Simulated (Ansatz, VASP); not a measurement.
## WS: VASP beside Ansatz

```
W S
1.0
     3.24044    0.00000    0.00000
     0.00000    3.24044    0.00000
     0.00000    0.00000    3.24044
W S
1 1
Direct
  0.00000 0.00000 0.00000
  0.50000 0.50000 0.50000
```

Alike in both runs: task single point; functional PBE; k mesh 12 × 12 × 12; occupations gaussian, width 0.02 eV; collinear spin; Hubbard terms W d U = 6.2 eV.

```csv
,VASP,Ansatz
version,VASP 6.6.1,Ansatz 0.2.0
potentials or method,"VASP PAW PBE potentials, release 64 (W_sv, S)","scalar-relativistic, plane waves, PAW"
plane-wave cutoff (eV),520,420
valence electrons in the cell,20,20
```

```csv
,VASP,Ansatz,Ansatz less VASP
gap on the k mesh at the Fermi level (eV),none,none,-
pressure (GPa),-13.3,17.4,+30.65
net moment per atom (μB),1.00,1.97,+0.966
size of the moment on the site where the two differ most (μB),1.81,3.12,+1.314
```

The net moments differ so much that the two runs ended in different magnetic states, which moves the other rows too. Site moments also hang on the region over which each program counts them. The programs project onto different local orbitals, so the same U acts differently. A gap of «none» marks a metal or a gap that the smearing closes. Ansatz warned: «filled_band_counts_differ_across_k_points».

Spin-orbit coupling is left out, which matters for the levels of W. The state reached can hang on the start; a lower one may exist.
